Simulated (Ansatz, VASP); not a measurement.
# Cross-check of HC60N3 between VASP and Ansatz

Aim: how closely do two programs agree when they are given the same cell, functional and k mesh? The cell is taken from a series of runs on this material, whose earlier steps may have relaxed, scaled, displaced or heated it; both programs get it as it stands.

Method: plane waves, with VASP 6.6.1 beside it; single point at PBE, in Ansatz 0.2.0.

**1. The structure**

The cell holds 64 atoms: 60 C, 3 N and 1 H. Its edges and angles: a = 7.143 Å, b = 7.143 Å, c = 7.143 Å, α = 90.0°, β = 90.0°, γ = 90.0°. It derives from C (C (Fd-3m)). Nearest the centre at fractional (0.357, 0.357, 0.393): H64 at 0.40 Å, N61 at 1.61 Å, N63 at 1.61 Å, N62 at 1.61 Å, C45 at 1.89 Å, C4 at 2.34 Å, C13 at 2.34 Å, C12 at 2.34 Å.

**2. VASP: single point, PBE**

A single point gives forces, pressure and levels at one fixed geometry, so differences don't come from the geometry; what else differs is listed under the comparison.

Lines of VASP's logs that name or quote its potential files are left out, and so is its time.

Input file INCAR:

```
SYSTEM = HC60N3
PREC = Accurate
ENCUT = 520
EDIFF = 1E-06
NELM = 120
ISMEAR = -1
SIGMA = 0.01
LREAL = Auto
ALGO = Normal
GGA = PE
NBANDS = 176
LORBIT = 11
LWAVE = .FALSE.
LCHARG = .FALSE.
ISIF = 2
ISYM = 0
LASPH = .TRUE.
GGA_COMPAT = .FALSE.
EFERMI = MIDGAP
NCORE = 2
```

Input file POSCAR:

```
HC60N3
1.0
    7.1431635104      0.0000000000      0.0000000000
    0.0000000000      7.1431635104      0.0000000000
    0.0000000000      0.0000000000      7.1431635104
C N H
60 3 1
Direct
    0.9986203832      0.9989084174      0.2500222763
    0.9986546547      0.2500048709      0.9988345947
    0.2497070624      0.9989527216      0.9988365749
    0.1261217634      0.1264182725      0.3696544663
    0.1255937686      0.3700175042      0.1257253870
    0.3697263814      0.1258717881      0.1257266826
    0.0001279841      0.0004132474      0.7494229992
    0.0024298441      0.2522976823      0.4975528228
    0.2520080874      0.0027252372      0.4975509286
    0.2520401802      0.2523341920      0.7468794305
    0.1252990229      0.1255971049      0.8732693843
    0.1257293260      0.3802967058      0.6239672831
    0.3799950078      0.1260206141      0.6239774559
    0.3748951560      0.3751830823      0.8749358217
    0.0020123367      0.4977995165      0.2520628699
    0.9996841669      0.7494339047      0.0003780731
    0.2507231204      0.4986123120      0.0013106514
    0.2506439661      0.7484354254      0.2511881983
    0.1252250435      0.6247112018      0.3798739840
    0.1244668448      0.8740293427      0.1256336285
    0.3764041928      0.6261227912      0.1240955413
    0.3748594854      0.8750989916      0.3750461353
    0.9984778111      0.4996898119      0.7510310634
    0.9983697724      0.7511773058      0.4997135073
    0.2498094063      0.7512630404      0.7511578115
    0.1245060438      0.6245622316      0.8762549420
    0.1253212906      0.8769681969      0.6246578408
    0.3699450595      0.6246741210      0.6244678484
    0.3746649038      0.8753736587      0.8751427595
    0.4975167652      0.0022993216      0.2520629533
    0.4983171317      0.2510140778      0.0013063662
    0.7491470921      0.9999857536      0.0003739859
    0.7481338514      0.2509353402      0.2511862285
    0.6244126747      0.1255328133      0.3798822018
    0.6258173158      0.3766846040      0.1240964233
    0.8737287066      0.1247668510      0.1256335850
    0.8748002835      0.3751619983      0.3750460243
    0.4993970121      0.9987766784      0.7510175587
    0.7508971174      0.9986645703      0.4997063696
    0.7509737258      0.2500989404      0.7511467839
    0.6242676812      0.1247962403      0.8762544082
    0.6243859194      0.3702329590      0.6244635244
    0.8766738207      0.1256099328      0.6246609846
    0.8750784787      0.3749552337      0.8751410289
    0.5092320563      0.5095122362      0.2400205951
    0.4986522922      0.7509938028      0.9987946619
    0.7506928679      0.4989527840      0.9987954220
    0.7506065188      0.7508955219      0.2508159491
    0.6255027698      0.6257958606      0.3734389867
    0.6243906289      0.8763721571      0.1255851926
    0.8760823079      0.6246812314      0.1255806604
    0.8749848934      0.8752801587      0.3749169149
    0.4973206877      0.4976040946      0.7472392352
    0.4981956408      0.7483205374      0.4986877412
    0.7480341406      0.4984813034      0.4986846225
    0.7490700256      0.7493655968      0.7497469537
    0.6243971152      0.6246950065      0.8738183370
    0.6242910822      0.8739137008      0.6254533176
    0.8736199878      0.6245939331      0.6254595546
    0.8747415639      0.8750338584      0.8752013696
    0.2397656292      0.2400535688      0.2400218082
    0.2393768582      0.5104190777      0.5099765651
    0.5101151925      0.2396777379      0.5099711116
    0.3888106445      0.3892586134      0.3588472825
```

Input file KPOINTS:

```
Points of the shifted mesh
1
Reciprocal
 0.2500000000  0.2500000000  0.2500000000 1
```

The projector-augmented-wave data sets are C, N and H (PBE family, release 64).

The run is started by

```console
> mpirun -np 8 vasp_std
```

Numbers of over 12 decimals in the logs are rounded to 6 here.

Log:

```text
[banner, memory and clock lines left out]
running    8 mpi-ranks, on    1 nodes
[...]
LDA part: xc-table for (Slater+PW92), standard interpolation
 POSCAR, INCAR and KPOINTS ok, starting setup
[...]
entering main loop
       N       E                     dE             d eps       ncg     rms          rms(c)
DAV:   1     0.831365381041E+03    0.83137E+03   -0.13699E+05   352   0.144E+03
DAV:   2    -0.513307903406E+03   -0.13447E+04   -0.12696E+04   424   0.286E+02
DAV:   3    -0.587817859692E+03   -0.74510E+02   -0.73775E+02   448   0.639E+01
DAV:   4    -0.589373041028E+03   -0.15552E+01   -0.15499E+01   456   0.901E+00
[...]
DAV:  13    -0.569319835388E+03   -0.24878E-04   -0.29777E-05   416   0.153E-02    0.112E-02
DAV:  14    -0.569319843045E+03   -0.76561E-05   -0.97118E-06   400   0.905E-03    0.248E-03
DAV:  15    -0.569319842769E+03    0.27553E-06   -0.36278E-07   272   0.209E-03
   1 F= -.56931984E+03 E0= -.56931984E+03  d E =0.000000E+00
```

Parts of OUTCAR (step 2):

```text
  Total       -0.3119931     -0.3048849     -0.5696185     -7.1492388     -2.4459945     -2.4471251
  in kB       -1.3714622     -1.3402157     -2.5039343    -31.4266877    -10.7521244    -10.7570944
  external PRESSURE =      -1.7385374 kB  Pullay stress =       0.0000000 kB

 POSITION                                       TOTAL-FORCE (eV/Angst)
 -----------------------------------------------------------------------------------
      7.13331      7.13537      1.78595         0.030721      0.030331     -0.005518
      7.13355      1.78583      7.13484         0.003306     -0.043039      0.017166
      1.78370      7.13568      7.13485        -0.039180      0.000222      0.019423
      0.90091      0.90303      2.64050        -0.150893     -0.152624      0.045069
      0.89714      2.64310      0.89808        -0.053562      0.190915     -0.090074
      2.64102      0.89912      0.89809         0.189906     -0.046894     -0.089302
      0.00091      0.00295      5.35325        -0.010343     -0.010689      0.012831
      0.01736      1.80220      3.55410         0.002901      0.014742     -0.029660
      1.80013      0.01947      3.55409         0.009748      0.002646     -0.027957
      1.80036      1.80246      5.33508         0.020827      0.020353      0.007491
      0.89503      0.89716      6.23791        -0.001164     -0.007122     -0.007829
      0.89811      2.71652      4.45710        -0.148151     -0.058485      0.150425
      2.71437      0.90019      4.45717        -0.054520     -0.145521      0.147351
      2.67794      2.67999      6.24981         0.008678      0.007522      0.047047
[...]
-----------------------------------------------------------------------------------
    total drift:                               -0.015414     -0.038932     -0.065352

  FREE ENERGIE OF THE ION-ELECTRON SYSTEM (eV)
  ---------------------------------------------------
  free  energy   TOTEN  =      -569.3198427690 eV

  energy  without entropy=     -569.3198427690  energy(sigma->0) =     -569.31984277

[... 2 further parts left out ...]
```

The run ends at a pressure of -0.17 GPa, with forces up to 4.1 eV/Å.

[end of part 1 of 2]

[Lines on the potential files, build, host, timing and source positions are cut from VASP's logs without a mark.]

[Logs are printed without paths, hosts, clocks, repeated set-up lines and the standing remarks that a program may print on its own settings, such as how far it seeks lower states.]

[Hosts, paths, dates, database ids (printed as entryN), source tags and the programs' standing remarks are cut or masked in the printed files.]
